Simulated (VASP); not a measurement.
# AgCl (Fm-3m) in VASP: further runs

The runs below take AgCl through single point, relaxation of cell and atoms, with PBE.

Everything below comes from runs of VASP 6.6.1. Logs are shortened: lines on timing, memory, paths and dates and some standing lists are left out, and cuts for length are marked.

**Experimental background.**

A printed reference work, data compilation reports, for a bulk crystal of AgCl: band gap 3.249 eV (indirect).

How close the calculation comes is told below.

### Step 1. The cell of the first run

Symmetry: Fm-3m, No. 225, cubic system. The conventional cell has a = 5.106 Å, b = 5.106 Å, c = 5.106 Å, α = 90.00°, β = 90.00°, γ = 90.00°. Ag (site symmetry m-3m) has 6 Cl at 2.55 Å within 3.4 Å. Cl (site symmetry m-3m) has 6 Ag at 2.55 Å within 3.4 Å.

### Step 2. Single point, PBE

INCAR

```
  PREC = Accurate
  ENCUT = 520
  EDIFF = 1E-6
  ISMEAR = 0
  SIGMA = 0.01
  LREAL = F
  LASPH = T
  NELM = 80
  ALGO = Normal
  ISIF = 2
  LWAVE = F
  LCHARG = F
  GGA = PE
  NBANDS = 16
```

KPOINTS

```
Automatic mesh
0
Gamma
  8 8 8
```

POSCAR

```
AgCl
1.0
    0.0000000000      2.5528870611      2.5528870611
    2.5528870611      0.0000000000      2.5528870611
    2.5528870611      2.5528870611      0.0000000000
Ag Cl
1 1
Direct
    0.5000000000      0.5000000000      0.5000000000
    0.0000000000      0.0000000000      0.0000000000
```

Potentials or basis: VASP PAW PBE potentials, release 64 (Ag, Cl).

Run with:

```
cat potpaw_PBE.64/Ag/POTCAR potpaw_PBE.64/Cl/POTCAR > POTCAR
mpirun -np 1 vasp_std > vasp.out
```

OUTCAR:

```text
PREC = Accurate
   ENCUT = 520
   EDIFF = 1E-6
   ISMEAR = 0
   LREAL = F
   LASPH = T
   NELM = 80
   ISIF = 2
   GGA = PE

 ion  position               nearest neighbor table
   1  0.500  0.500  0.500-   2 2.55   2 2.55   2 2.55   2 2.55   2 2.55   2 2.55
   2  0.000  0.000  0.000-   1 2.55   1 2.55   1 2.55   1 2.55   1 2.55   1 2.55

  LATTYP: Found a face centered cubic cell.
 ALAT       =     5.1057741222

  Lattice vectors:

 A1 = (   0.0000000000,   2.5528870611,   2.5528870611)
 A2 = (   2.5528870611,   0.0000000000,   2.5528870611)
 A3 = (   2.5528870611,   2.5528870611,   0.0000000000)

Analysis of symmetry for initial positions (statically):
=====================================================================
 Subroutine PRICEL returns:
 Original cell was already a primitive cell.

 Routine SETGRP: Setting up the symmetry group for a
 face centered cubic supercell.

 Subroutine GETGRP returns: Found 48 space group operations
 (whereof 48 operations were pure point group operations)
 out of a pool of 48 trial point group operations.

The static configuration has the point symmetry O_h .

Analysis of symmetry for dynamics (positions and initial velocities):
=====================================================================
 Subroutine PRICEL returns:
 Original cell was already a primitive cell.

 Routine SETGRP: Setting up the symmetry group for a
 face centered cubic supercell.

 Subroutine GETGRP returns: Found 48 space group operations
 (whereof 48 operations were pure point group operations)
 out of a pool of 48 trial point group operations.

The dynamic configuration has the point symmetry O_h .

 Subroutine INISYM returns: Found 48 space group operations
 (whereof 48 operations are pure point group operations),
 and found     1 'primitive' translations

----------------------------------------------------------------------------------------

                                     Primitive cell

  volume of cell :      33.2755

  direct lattice vectors                    reciprocal lattice vectors
     0.000000000  2.552887061  2.552887061    -0.195856686  0.195856686  0.195856686
     2.552887061  0.000000000  2.552887061     0.195856686 -0.195856686  0.195856686
     2.552887061  2.552887061  0.000000000     0.195856686  0.195856686 -0.195856686

  length of vectors
     3.610327505  3.610327505  3.610327505     0.339233731  0.339233731  0.339233731

  position of ions in fractional coordinates (direct lattice)
     0.500000000  0.500000000  0.500000000
[... 73 lines left out ...]
   LNONCOLLINEAR =      F non collinear calculations
   LSORBIT =      F    spin-orbit coupling
   LASPH  =      T    aspherical Exc in radial PAW
   ENCUT  =  520.0 eV  38.22 Ry    6.18 a.u.   6.71  6.71  6.71*2*pi/ulx,y,z
   NELM   =     80;   NELMIN=  2; NELMDL= -5     # of ELM steps
   EDIFF  = 0.1E-05   stopping-criterion for ELM
   LREAL  =      F    real-space projection
   EDIFFG = 0.1E-04   stopping-criterion for IOM
   NSW    =      0    number of steps for IOM
   IBRION =     -1    ionic relax: 0-MD 1-quasi-New 2-CG
   NFREE  =      0    steps in history (QN), initial steepest desc. (CG)
   ISIF   =      2    stress and relaxation
   ISYM   =      2    0-nonsym 1-usesym 2-fastsym
   POTIM  = 0.5000    time-step for ionic-motion
   TEBEG  =    0.0;   TEEND  =   0.0 temperature during run
   PSTRESS=    0.0 pullay stress
   NELECT =      18.0000    total number of electrons
   NUPDOWN=      -1.0000    fix difference up-down
   EMIN   =  10.00;   EMAX   =-10.00  energy-range for DOS
   EFERMI =   0.00;   METHOD = LEGACY
   ISMEAR =     0;   SIGMA  =   0.01  broadening in eV -4-tet -1-fermi 0-gaus
   EFERMI_NEDOS =   21; number of points for ismear=-14 and -15
   IALGO  =     38    algorithm
   IMIX   =      4    mixing-type and parameters
     AMIX     =   0.40;   BMIX     =  1.00
     AMIX_MAG =   1.60;   BMIX_MAG =  1.00
  volume/ion in A,a.u.               =      16.64       112.28
  Fermi-wavevector in a.u.,A,eV,Ry     =   1.333902  2.520710 24.208788  1.779296
  Thomas-Fermi vector in A             =   2.462725
   LORBIT       =      0    0 simple, 1 ext, 2 COOP (PROOUT), +10 PAW based schemes
   GGA     = PE    functional components
   LHFCALC =     F    Hartree Fock is set to
   AEXX    =    0.0000 exact exchange contribution
   IVDW    =     0    specifies the selected vdW correction
   LEPSILON=     F    determine dielectric tensor
   LRPA    =     F    only Hartree local field effects (RPA)
 non-spin polarized calculation
 Gauss-broadening in eV      SIGMA  =   0.01
  energy-cutoff  :      520.00
  volume of cell :       33.28
 maximum number of plane-waves:       934
   NGX = 13   NGY = 13   NGZ = 13

 number of electron      18.0000002 magnetization

 Free energy of the ion-electron system (eV)
  ---------------------------------------------------
  ext. energy  EPLUGINS =         0.00000000
  ---------------------------------------------------
  free energy    TOTEN  =        -4.77238625 eV

  energy without entropy =       -4.77238625  energy(sigma->0) =       -4.77238625

 E-fermi :   7.5509     XC(G=0): -11.3193

 val. band max:        7.4364120710   @ k =   0.5000   0.0000   0.0000
 cond. band min:       8.4464137895   @ k =   0.0000   0.0000   0.0000
 fundamental gap:      1.0100017185
 Fermi energy:         7.5508805553

 k-point     1 :       0.0000    0.0000    0.0000
  band No.  band energies     occupation
      1      -9.6821      2.00000
      2       3.6818      2.00000
      3       3.6818      2.00000
      4       3.6818      2.00000
      5       3.7436      2.00000
      6       3.7436      2.00000
[... 433 lines left out ...]
      3       1.4084      2.00000
      4       1.5149      2.00000
      5       4.2450      2.00000
      6       4.3466      2.00000
[... 8 lines left out ...]
     15      21.6692      0.00000
     16      23.2909      0.00000

 [... further k-points ...]
[... 5 lines left out ...]
  --------------------------------------------------------------------------------------
  -------------------------------------------------------------------------------------
  Total        5.1430017      5.1430017      5.1430017      0.0000000      0.0000000     -0.0000000
  in kB      247.6295407    247.6295407    247.6295407      0.0000000      0.0000000     -0.0000000
  external PRESSURE =     247.6295407 kB  Pullay stress =       0.0000000 kB

 VOLUME and BASIS-vectors are now :
 -----------------------------------------------------------------------------
  energy-cutoff  :      520.00
  volume of cell :       33.28
      direct lattice vectors                 reciprocal lattice vectors
     0.000000000  2.552887061  2.552887061    -0.195856686  0.195856686  0.195856686
     2.552887061  0.000000000  2.552887061     0.195856686 -0.195856686  0.195856686
     2.552887061  2.552887061  0.000000000     0.195856686  0.195856686 -0.195856686

 POSITION                                       TOTAL-FORCE (eV/Angst)
 -----------------------------------------------------------------------------------
      2.55289      2.55289      2.55289        -0.000000      0.000000     -0.000000
      0.00000      0.00000      0.00000         0.000000     -0.000000      0.000000
 -----------------------------------------------------------------------------------
    total drift:                                0.000000      0.000000      0.000000

  FREE ENERGIE OF THE ION-ELECTRON SYSTEM (eV)
  ---------------------------------------------------
  free  energy   TOTEN  =        -4.7723862538 eV

  energy  without entropy=       -4.7723862538  energy(sigma->0) =       -4.77238625
```

stdout:

```text
POSCAR found type information on POSCAR AgCl
 POSCAR found :  2 types and       2 ions
 scaLAPACK will be used
 LDA part: xc-table for (Slater+PW92), standard interpolation
 POSCAR, INCAR and KPOINTS ok, starting setup
 FFT: planning ... GRIDC
 FFT: planning ... GRID_SOFT
 FFT: planning ... GRID
 WAVECAR not read
 entering main loop
```

Run time: 7 s. Hardware: 1 thread of Intel Xeon 6975P-C (Granite Rapids), shared host; peak memory 0.15 GiB.

Results:

| Item | Value |
| --- | --- |
| Free energy | -4.7724 eV |
| Pressure | 24.8 GPa |
| Band gap on the k mesh | 1.01 eV, indirect (least direct gap 3.41 eV) |

(Continued in part 2 of 2.)
